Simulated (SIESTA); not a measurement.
Crystal: Sn.

```
Sn
1.0
     0.00000    3.23334    3.23334
     3.23334    0.00000    3.23334
     3.23334    3.23334    0.00000
Sn
2
Direct
  0.75000 0.75000 0.75000
  0.50000 0.50000 0.50000
```

This isn't the form of Sn at room conditions, which is tetragonal (white tin).

Base run:

- Program: SIESTA 5.4.2
- Functional: PBEsol
- Potentials or basis: PseudoDojo 0.4 standard (PBEsol files)
- Basis: DZP (energy shift 0.003 Ry; two zetas on semicore shells)
- Grid cutoff: 500 Ry
- Energy shift: 0.003 Ry
- k mesh: 7 × 7 × 7
- Occupations: fermi-dirac, width 0.05 eV
- Spin: no spin polarisation

Its results: band gap on the k mesh none (metal or under the smearing width); pressure 1.9 GPa.

Task: The run is repeated on the same cell with these changes: functional from PBEsol to LDA; potentials or basis from PseudoDojo 0.4 standard (PBEsol files) to PseudoDojo 0.4 standard (LDA files). What comes out?

Result: Band gap on the k mesh none (metal or under the smearing width); pressure 0.4 GPa.

Caveats: the basis of atomic orbitals isn't converged, which shifts pressures, moduli and gaps.

Not every run made on this cell is shown here.
